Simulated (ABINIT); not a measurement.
Crystal: HfO2.

```
CELL_PARAMETERS angstrom
0.00000 2.55750 2.55750
2.55750 0.00000 2.55750
2.55750 2.55750 0.00000
ATOMIC_POSITIONS crystal
Hf 0.00000 0.00000 0.00000
O 0.75000 0.75000 0.75000
O 0.25000 0.25000 0.25000
```

Measurements of this composition are mostly on another form, of space group No. 14.

Program: ABINIT 10.8.3 (patched build). Alike in all runs: no spin polarisation; cell as given; smearing fermi-dirac 0.05 eV.

Task: Order these runs on this cell by their pressure, lowest first.
A. level r2SCAN; potentials or basis JTH PAW PBE v2.0; k mesh 5 × 5 × 5; cutoff (eV) 762; fine-grid cutoff 1360.57 eV; mesh quality coarse
B. level PBE; potentials or basis PseudoDojo NC SR PBE v0.5 standard; k mesh 9 × 9 × 9; cutoff (eV) 1143; mesh quality not flagged
C. level LDA; potentials or basis PseudoDojo NC SR LDA v0.4.1 standard; k mesh 9 × 9 × 9; cutoff (eV) 1143; mesh quality not flagged
D. level RPBE; potentials or basis JTH PAW PBE v2.0; k mesh 9 × 9 × 9; cutoff (eV) 626; fine-grid cutoff 1224.51 eV; mesh quality not flagged
E. level LDA; potentials or basis JTH PAW LDA v2.0; k mesh 7 × 7 × 7; cutoff (eV) 626; fine-grid cutoff 1224.51 eV; mesh quality not flagged

Result: C (-22.0 GPa), E (-20.0 GPa), A (-12.2 GPa), B (-4.8 GPa), D (-1.0 GPa).

Caveats: some runs use coarse meshes; the PAW data sets were made with another functional, which shifts forces and pressure a little (some runs); so large a pressure means that the cell lies far from this level's equilibrium, or that cutoff or potentials fall short (some runs).
